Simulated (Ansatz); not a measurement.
# TiTl3: the cost of one run

Program: Ansatz 0.2.0. Level of theory: DFT PBE, scalar-relativistic, plane waves, PAW. These are calculated values, not measurements.

**1. The structure to begin with**

The structure is cubic, space group Pm-3n (No. 223). The conventional cell has a = 5.953 Å, b = 5.953 Å, c = 5.953 Å, α = 90.00°, β = 90.00°, γ = 90.00°. Ti (site symmetry m-3) is surrounded by 12 Tl at 3.33 Å. Around Tl (site symmetry -4m2) lie 2 Tl at 2.98 Å and 4 Ti at 3.33 Å.

As a file:

```
Ti Tl
1.0
     5.95336    0.00000    0.00000
     0.00000    5.95336    0.00000
     0.00000    0.00000    5.95336
Ti Tl
2 6
Cartesian
  0.0000 0.0000 0.0000
  2.9767 2.9767 2.9767
  0.0000 2.9767 1.4883
  0.0000 2.9767 4.4650
  1.4883 0.0000 2.9767
  4.4650 0.0000 2.9767
  2.9767 4.4650 0.0000
  2.9767 1.4883 0.0000
```

(A quick probe on a coarse mesh, which set the mesh and smearing, is not shown.)

**3. The relaxation**

input.yaml

```yaml
crystal:
  lattice:
    - [5.9533601482, 0.0, 0.0]
    - [0.0, 5.9533601482, 0.0]
    - [0.0, 0.0, 5.9533601482]
  atoms:
    - { symbol: Ti, position: [0.0, 0.0, 0.0] }
    - { symbol: Ti, position: [0.5, 0.5, 0.5] }
    - { symbol: Tl, position: [0.0, 0.5, 0.25] }
    - { symbol: Tl, position: [0.0, 0.5, 0.75] }
    - { symbol: Tl, position: [0.25, 0.0, 0.5] }
    - { symbol: Tl, position: [0.75, 0.0, 0.5] }
    - { symbol: Tl, position: [0.5, 0.75, 0.0] }
    - { symbol: Tl, position: [0.5, 0.25, 0.0] }
basis:
  ecutwfc: 420
kpoints:
  mp_grid: { grid: [6, 6, 6] }
hamiltonian:
  xc: pbe
scf:
  occupations: { method: gaussian, width: 0.1 }
output:
  forces: true
  stress: true
  eigenvalues: true
relax:
  adjacent_minimum: "off"
  f_tol: 0.01
  max_steps: 80
  cell: { stress_tol: 0.05 }
```

On the command line:

```console
$ ansatz run input.yaml --threads 1 --pin off --max-ram 2560MiB --backend cpu --events-out ev --progress --plain --runs-dir out
```

What time and memory should one allow on 1 thread of Arm Neoverse V2, shared host?

About 63 s, with a peak of 0.54 GiB.
